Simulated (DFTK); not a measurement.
# Be: single point with PBE

The system is Be.

```xyz
2
Lattice="2.2853 0.0000 0.0000 -1.1426 1.9791 0.0000 0.0000 0.0000 3.5842" Properties=species:S:1:pos:R:3 pbc="T T T"
Be    1.1427    0.6597    2.6882
Be    0.0000    1.3194    0.8961
```

```json
{
 "Program": "DFTK 0.8.2",
 "Task": "single point",
 "Functional": "PBE",
 "Potentials or basis": "dojo.nc.sr.pbe.v0_4_1.standard.upf (PBE)",
 "Cutoff": "1197 eV",
 "k mesh": "13 × 13 × 8",
 "Occupations": "fermi-dirac, width 0.05 eV",
 "Spin": "no spin polarisation"
}
```

```json
{
  "Pressure": "-2.0 GPa",
  "Band gap on the k mesh": "none (metal or under the smearing width)"
}
```

Stress tensor (GPa, compression positive):
```
-1.71  0.00  0.00
 0.00 -1.71  0.00
 0.00  0.00 -2.67
```

Levels at points of the mesh, in eV from the Fermi level:
```tsv
k point	band 3	band 4	band 5	band 6	band 7	band 8
(0.00, 0.00, 0.00)	-11.06	-4.17	1.25	15.78	15.78	18.61
(0.00, 0.00, -0.50)	-8.91	-8.91	10.79	10.79	17.42	17.42
```

Wall time 65 s on 1 thread of Intel(R) Xeon(R) Platinum 8488C (Sapphire Rapids), on a shared host, peak memory 1.7 GiB.
